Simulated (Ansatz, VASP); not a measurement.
## Si in VASP and in Ansatz

```xyz
2
Lattice="0.0000 2.7017 2.7017 2.7017 0.0000 2.7017 2.7017 2.7017 0.0000" Properties=species:S:1:pos:R:3 pbc="T T T"
Si    2.7017    2.7017    2.7017
Si    4.0525    4.0525    4.0525
```

Alike in both runs: task single point; functional LDA; k mesh 10 × 10 × 10; occupations gaussian, width 0.01 eV; no spin polarisation.

|  | VASP | Ansatz |
| --- | --- | --- |
| version | VASP 6.6.1 | Ansatz 0.2.0 |
| potentials or method | VASP PAW LDA potentials, release 64 (Si) | plane waves (420 eV) with PAW, scalar-relativistic |
| plane-wave cutoff (eV) | 520 | 420 |
| valence electrons in the cell | 8 | 8 |

```csv
,VASP,Ansatz,Ansatz less VASP
gap on the k mesh at the Fermi level (eV),0.45,0.46,+0.002
pressure (GPa),0.0,-0.1,-0.04
```

Ansatz warned: «pseudo_functional_mismatch».
